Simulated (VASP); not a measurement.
The system is BeTe.

```xyz
2
Lattice="0.0000 2.7700 2.7700 2.7700 0.0000 2.7700 2.7700 2.7700 0.0000" Properties=species:S:1:pos:R:3 pbc="T T T"
Be    0.0000    0.0000    0.0000
Te    1.3850    1.3850    1.3850
```

```yaml
Program: VASP 6.6.1
Task: relaxation of cell and atoms
Functional: PBE
Potentials_or_basis: VASP PAW PBE potentials, release 64 (Be, Te)
Cutoff: 300 eV
k_mesh: 4 × 4 × 4
Occupations: gaussian, width 0.03 eV
Spin: no spin polarisation
```

At the start: pressure 5.0 GPa; volume 21.25 Å³/atom.

Question: How do energy, volume and symmetry change on relaxing?

Answer: Over 3 steps the energy falls by 24.6 meV/atom and the volume is 22.94 Å³/atom (+7.9 %); space group F-43m (No. 216, to 0.05 Å).

The path:
```
step  energy change (eV)  largest force (eV/Å)  pressure (GPa)  volume (Å³)
   1              0.0000                0.0000            4.98        42.51
   2             -0.0467                0.0000           -0.95        46.70
   3             -0.0492                0.0000            0.00        45.87
```

Final structure:
```
CELL_PARAMETERS angstrom
0.00000 2.84124 2.84124
2.84124 0.00000 2.84124
2.84124 2.84124 0.00000
ATOMIC_POSITIONS crystal
Be 0.00000 0.00000 0.00000
Te 0.25000 0.25000 0.25000
```

Caveat: the k mesh is coarse (spacing up to 0.49 Å⁻¹), so the values aren't converged; the cutoff is under 1.25 times the usual one of these potentials, so pressure, stress and relaxed cells hold a basis-set (Pulay) error.
